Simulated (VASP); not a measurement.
# Al (Im-3m) in VASP: single point with HSE06

Aim: the single point of Al with HSE06.

All numbers are computed with VASP 6.6.1; they aren't measurements. Logs are shortened: lines on timing, memory, paths and dates and some standing lists are left out, and cuts for length are marked.

**1. Starting point**

The structure is cubic, space group Im-3m (No. 229). The conventional cell has a = 3.214 Å, b = 3.214 Å, c = 3.214 Å, α = 90.00°, β = 90.00°, γ = 90.00°. Al (site symmetry m-3m) is surrounded by 8 Al at 2.78 Å.

This isn't the form of Al at room conditions, which is fcc.

**2. Single point, HSE06**

The input, POSCAR:

```
Al
1.0
   -1.6070000000      1.6070000000      1.6070000000
    1.6070000000     -1.6070000000      1.6070000000
    1.6070000000      1.6070000000     -1.6070000000
Al
1
Direct
    0.0000000000      0.0000000000      0.0000000000
```

The input, INCAR.step1:

```
  ALGO = Normal
  EDIFF = 1E-5
  ENCUT = 520
  GGA = PE
  ISIF = 2
  ISMEAR = 0
  LASPH = T
  LCHARG = F
  LREAL = F
  LWAVE = T
  NBANDS = 8
  NELM = 60
  PREC = Accurate
  SIGMA = 0.1
```

The input, INCAR.step2:

```
  ALGO = Normal
  EDIFF = 1E-7
  ENCUT = 520
  GGA = PE
  HFSCREEN = 0.2
  ISIF = 2
  ISMEAR = 0
  ISTART = 1
  LASPH = T
  LCHARG = F
  LHFCALC = T
  LREAL = F
  LWAVE = F
  NBANDS = 8
  NELM = 60
  PREC = Accurate
  PRECFOCK = Fast
  SIGMA = 0.1
```

The input, KPOINTS:

```
k-points
0
Gamma
  8 8 8
```

Potentials or basis: VASP PAW PBE potentials, release 64 (Al).

Command:

```bash
cat potpaw_PBE.64/Al/POTCAR > POTCAR
cp INCAR.step1 INCAR
mpirun -np 1 vasp_std > vasp.out
cp INCAR.step2 INCAR
mpirun -np 1 vasp_std > vasp.out
```

OUTCAR:

```text
EDIFF = 1E-7
   ENCUT = 520
   GGA = PE
   HFSCREEN = 0.2
   ISIF = 2
   ISMEAR = 0
   ISTART = 1
   LASPH = T
   LHFCALC = T
   LREAL = F
   NELM = 60
   PREC = Accurate
   PRECFOCK = Fast

 ion  position               nearest neighbor table
   1  0.000  0.000  0.000-

  LATTYP: Found a body centered cubic cell.
 ALAT       =     3.2140000000

  Lattice vectors:

 A1 = (  -1.6070000000,   1.6070000000,   1.6070000000)
 A2 = (   1.6070000000,  -1.6070000000,   1.6070000000)
 A3 = (   1.6070000000,   1.6070000000,  -1.6070000000)

Analysis of symmetry for initial positions (statically):
=====================================================================
 Subroutine PRICEL returns:
 Original cell was already a primitive cell.

 Routine SETGRP: Setting up the symmetry group for a
 body centered cubic supercell.

 Subroutine GETGRP returns: Found 48 space group operations
 (whereof 48 operations were pure point group operations)
 out of a pool of 48 trial point group operations.

The static configuration has the point symmetry O_h .

Analysis of symmetry for dynamics (positions and initial velocities):
=====================================================================
 Subroutine PRICEL returns:
 Original cell was already a primitive cell.

 Routine SETGRP: Setting up the symmetry group for a
 body centered cubic supercell.

 Subroutine GETGRP returns: Found 48 space group operations
 (whereof 48 operations were pure point group operations)
 out of a pool of 48 trial point group operations.

The dynamic configuration has the point symmetry O_h .

 Subroutine INISYM returns: Found 48 space group operations
 (whereof 48 operations are pure point group operations),
 and found     1 'primitive' translations

----------------------------------------------------------------------------------------

                                     Primitive cell

  volume of cell :      16.6000

  direct lattice vectors                    reciprocal lattice vectors
    -1.607000000  1.607000000  1.607000000     0.000000000  0.311138768  0.311138768
     1.607000000 -1.607000000  1.607000000     0.311138768  0.000000000  0.311138768
     1.607000000  1.607000000 -1.607000000     0.311138768  0.311138768  0.000000000

  length of vectors
     2.783405648  2.783405648  2.783405648     0.440016665  0.440016665  0.440016665

  position of ions in fractional coordinates (direct lattice)
     0.000000000  0.000000000  0.000000000

  ion indices of the primitive-cell ions
   primitive index   ion index
                 1           1

----------------------------------------------------------------------------------------

 KPOINTS: k-points

Automatic generation of k-mesh.
 Grid dimensions read from file:
 generate k-points for:    8    8    8

 Generating k-lattice:

  Cartesian coordinates                     Fractional coordinates (reciprocal lattice)
     0.000000000  0.038892346  0.038892346     0.125000000  0.000000000  0.000000000
     0.038892346  0.000000000  0.038892346     0.000000000  0.125000000  0.000000000
     0.038892346  0.038892346  0.000000000     0.000000000  0.000000000  0.125000000

  Length of vectors
     0.055002083  0.055002083  0.055002083

  Shift w.r.t. Gamma in fractional coordinates (k-lattice)
     0.000000000  0.000000000  0.000000000

 Subroutine IBZKPT returns following result:
 ===========================================

 Found     29 irreducible k-points:

 Following reciprocal coordinates:
            Coordinates               Weight
  0.000000  0.000000  0.000000      1.000000
  0.125000  0.000000  0.000000     12.000000
  0.250000  0.000000  0.000000     12.000000
  0.375000  0.000000  0.000000     12.000000
  0.500000  0.000000  0.000000      6.000000
  0.125000  0.125000  0.000000     24.000000
[... 16 lines left out ...]
 -0.250000  0.250000  0.250000      6.000000
 -0.375000  0.375000  0.250000     24.000000
 [... further k-points ...]
   k-points           NKPTS =     29   k-points in BZ     NKDIM =    512   number of bands    NBANDS=      8
   number of dos      NEDOS =    301   number of ions     NIONS =      1
   total plane-waves  NPLWV =  13824
   dimension x,y,z NGX =    24 NGY =   24 NGZ =   24
   dimension x,y,z NGXF=    48 NGYF=   48 NGZF=   48
   ions per type =               1
   NGX,Y,Z   is equivalent  to a cutoff of  14.33, 14.33, 14.33 a.u.
   NGXF,Y,Z  is equivalent  to a cutoff of  28.67, 28.67, 28.67 a.u.
 SYSTEM =  unknown system
   PREC   = accura    normal or accurate (medium, high low for compatibility)
   ISTART =      1    job   : 0-new  1-cont  2-samecut
   ICHARG =      0    charge: 1-file 2-atom 10-const
   ISPIN  =      1    spin polarized calculation?
   LNONCOLLINEAR =      F non collinear calculations
   LSORBIT =      F    spin-orbit coupling
   LASPH  =      T    aspherical Exc in radial PAW
   ENCUT  =  520.0 eV  38.22 Ry    6.18 a.u.   5.18  5.18  5.18*2*pi/ulx,y,z
   NELM   =     60;   NELMIN=  2; NELMDL=  0     # of ELM steps
   EDIFF  = 0.1E-06   stopping-criterion for ELM
   LREAL  =      F    real-space projection
   EDIFFG = 0.1E-05   stopping-criterion for IOM
   NSW    =      0    number of steps for IOM
   IBRION =     -1    ionic relax: 0-MD 1-quasi-New 2-CG
   NFREE  =      0    steps in history (QN), initial steepest desc. (CG)
   ISIF   =      2    stress and relaxation
   ISYM   =      3    0-nonsym 1-usesym 2-fastsym
   POTIM  = 0.5000    time-step for ionic-motion
   TEBEG  =    0.0;   TEEND  =   0.0 temperature during run
   PSTRESS=    0.0 pullay stress
   NELECT =       3.0000    total number of electrons
   NUPDOWN=      -1.0000    fix difference up-down
   EMIN   =  10.00;   EMAX   =-10.00  energy-range for DOS
   EFERMI =   0.00;   METHOD = LEGACY
   ISMEAR =     0;   SIGMA  =   0.10  broadening in eV -4-tet -1-fermi 0-gaus
   EFERMI_NEDOS =   21; number of points for ismear=-14 and -15
   IALGO  =     38    algorithm
   IMIX   =      1    mixing-type and parameters
     AMIX     =   0.40;   BMIX     =  1.00
     AMIX_MAG =   1.60;   BMIX_MAG =  1.00
  volume/ion in A,a.u.               =      16.60       112.02
  Fermi-wavevector in a.u.,A,eV,Ry     =   0.925577  1.749088 11.656021  0.856693
  Thomas-Fermi vector in A             =   2.051447
   LORBIT       =      0    0 simple, 1 ext, 2 COOP (PROOUT), +10 PAW based schemes
   GGA     = PE    functional components
   LHFCALC =     T    Hartree Fock is set to
   PRECFOCK=fast      Normal, Fast or Accurate (Low or Medium for compatibility)
   ENCUT4O =  -1.0   cutoff for four orbital integrals eV
   NKREDX  =     1    reduce k-point grid by
   NKREDY  =     1    reduce k-point grid by
   NKREDZ  =     1    reduce k-point grid by
   AEXX    =    0.2500 exact exchange contribution
   HFSCREEN=    0.2000 screening length (either q_TF or 0.3 A-1)
   HFSCREENC=   0.2000 screening length for correlation (either q_TF or 0.3 A-1)
   ENCUTFOCK=  -1.0 apply spherical cutoff to Coloumb kernel
   IVDW    =     0    specifies the selected vdW correction
   LEPSILON=     F    determine dielectric tensor
   LRPA    =     F    only Hartree local field effects (RPA)
 non-spin polarized calculation
 Gauss-broadening in eV      SIGMA  =   0.10
  energy-cutoff  :      520.00
  volume of cell :       16.60
 maximum number of plane-waves:       466
 NGX is ok and might be reduce to    24
  NGX = 14; NGY = 14; NGZ = 14

 number of electron       3.0000000 magnetization

 Free energy of the ion-electron system (eV)
  ---------------------------------------------------
  ext. energy  EPLUGINS =         0.00000000
  ---------------------------------------------------
  free energy    TOTEN  =        -3.95756248 eV

  energy without entropy =       -3.95309055  energy(sigma->0) =       -3.95532652

 E-fermi :   8.1139     XC(G=0):  -8.3849

 val. band max:        8.0549450052   @ k =   0.2500   0.2500   0.1250
 cond. band min:       8.1485987281   @ k =  -0.3750   0.3750   0.1250
 fundamental gap:      0.0936537229
 Fermi energy:         8.1138935717

 k-point     1 :       0.0000    0.0000    0.0000
  band No.  band energies     occupation
      1      -4.7344      2.00000
      2      22.3178      0.00000
      3      22.3178      0.00000
      4      22.3178      0.00000
      5      23.7248      0.00000
      6      23.7248      0.00000
      7      23.7248      0.00000
      8      25.3365      0.00000

 k-point     2 :       0.1250    0.0000    0.0000
  band No.  band energies     occupation
      1      -4.2327      2.00000
      2      18.2130      0.00000
      3      20.2802      0.00000
      4      20.8051      0.00000
      5      22.2192      0.00000
      6      23.3553      0.00000
      7      25.1114      0.00000
      8      25.5790      0.00000

 k-point     3 :       0.2500    0.0000    0.0000
  band No.  band energies     occupation
      1      -2.7308      2.00000
      2      12.7541      0.00000
      3      18.4195      0.00000
      4      18.8054      0.00000
      5      20.3374      0.00000
      6      21.7725      0.00000
      7      26.6408      0.00000
      8      26.8355      0.00000

 k-point     4 :       0.3750    0.0000    0.0000
  band No.  band energies     occupation
      1      -0.2356      2.00000
      2       7.6783      2.00000
      3      17.2915      0.00000
      4      17.4971      0.00000
      5      19.1359      0.00000
      6      20.6800      0.00000
      7      28.3756      0.00000
      8      29.1546      0.00000

 k-point     5 :       0.5000    0.0000    0.0000
  band No.  band energies     occupation
      1       2.9912      2.00000
      2       3.5377      2.00000
      3      16.9144      0.00000
      4      17.0504      0.00000
      5      18.7289      0.00000
      6      20.2893      0.00000
      7      29.9193      0.00000
      8      31.2657      0.00000

 k-point     6 :       0.1250    0.1250    0.0000
  band No.  band energies     occupation
      1      -3.2310      2.00000
      2      15.5535      0.00000
      3      15.9709      0.00000
      4      19.0304      0.00000
      5      22.7507      0.00000
      6      22.9377      0.00000
      7      26.0192      0.00000
      8      26.3946      0.00000

 k-point     7 :       0.2500    0.1250    0.0000
  band No.  band energies     occupation
      1      -1.2327      2.00000
      2      10.4807      0.00000
      3      14.0759      0.00000
      4      17.4887      0.00000
      5      21.3976      0.00000
      6      23.7335      0.00000
      7      25.7722      0.00000
      8      29.6138      0.00000
[... 133 lines left out ...]
 k-point    20 :      -0.3750    0.5000    0.1250
  band No.  band energies     occupation
      1       2.7408      2.00000
      2       6.7060      2.00000
      3      10.5090      0.00000
      4      17.9374      0.00000
      5      20.5271      0.00000
      6      21.7306      0.00000
      7      24.4513      0.00000
      8      28.7399      0.00000

 k-point    21 :      -0.3750   -0.3750    0.1250
  band No.  band energies     occupation
      1       5.8886      2.00000
      2       5.8886      2.00000
      3       6.9235      2.00000
      4      19.9732      0.00000
      5      20.5787      0.00000
      6      20.5787      0.00000
      7      22.3126      0.00000
      8      33.0209      0.00000

 k-point    22 :       0.2500    0.2500    0.2500
  band No.  band energies     occupation
      1       6.8189      2.00000
      2       6.8189      2.00000
      3       6.8189      2.00000
      4       8.4162      0.00002
      5      31.1711      0.00000
      6      31.1711      0.00000
      7      32.2946      0.00000
      8      32.2946      0.00000

 k-point    23 :      -0.2500    0.2500    0.2500
  band No.  band energies     occupation
      1      -0.7341      2.00000
      2      13.5712      0.00000
      3      13.5712      0.00000
      4      15.1688      0.00000
      5      16.7086      0.00000
      6      25.8967      0.00000
      7      27.1012      0.00000
      8      28.0632      0.00000

 k-point    24 :      -0.3750    0.3750    0.2500
  band No.  band energies     occupation
      1       1.7529      2.00000
      2       9.5016      0.00000
      3      12.2803      0.00000
      4      14.4788      0.00000
      5      17.2666      0.00000
      6      23.4820      0.00000
      7      25.6300      0.00000
      8      28.6466      0.00000

 [... further k-points ...]

------------------------ aborting loop because EDIFF is reached ----------------------------------------

  FORCE on cell =-STRESS in cart. coord.  units (eV):
  Direction    XX          YY          ZZ          XY          YZ          ZX
  --------------------------------------------------------------------------------------
  -------------------------------------------------------------------------------------
  Total        0.1285644      0.1285644      0.1285644     -0.0000000     -0.0000000      0.0000000
  in kB       12.4086283     12.4086283     12.4086283     -0.0000000     -0.0000000      0.0000000
  external PRESSURE =      12.4086283 kB  Pullay stress =       0.0000000 kB

 VOLUME and BASIS-vectors are now :
 -----------------------------------------------------------------------------
  energy-cutoff  :      520.00
  volume of cell :       16.60
      direct lattice vectors                 reciprocal lattice vectors
    -1.607000000  1.607000000  1.607000000     0.000000000  0.311138768  0.311138768
     1.607000000 -1.607000000  1.607000000     0.311138768  0.000000000  0.311138768
     1.607000000  1.607000000 -1.607000000     0.311138768  0.311138768  0.000000000

 POSITION                                       TOTAL-FORCE (eV/Angst)
 -----------------------------------------------------------------------------------
      0.00000      0.00000      0.00000         0.000000     -0.000000      0.000000
 -----------------------------------------------------------------------------------
    total drift:                                0.000000      0.000000      0.000000

  FREE ENERGIE OF THE ION-ELECTRON SYSTEM (eV)
  ---------------------------------------------------
  free  energy   TOTEN  =        -3.9575624796 eV

  energy  without entropy=       -3.9530905548  energy(sigma->0) =       -3.95532652
```

Run time: 82 s. Hardware: 1 thread of Intel Xeon 6975P-C (Granite Rapids), shared host; peak memory 0.24 GiB.

Results:

```yaml
Free_energy: -3.9576 eV
Pressure: 1.2 GPa
Band_gap_on_the_k_mesh: none (metal or under the smearing width)
```

Caveat: the PAW data sets were made with another functional, which shifts forces and pressure a little.
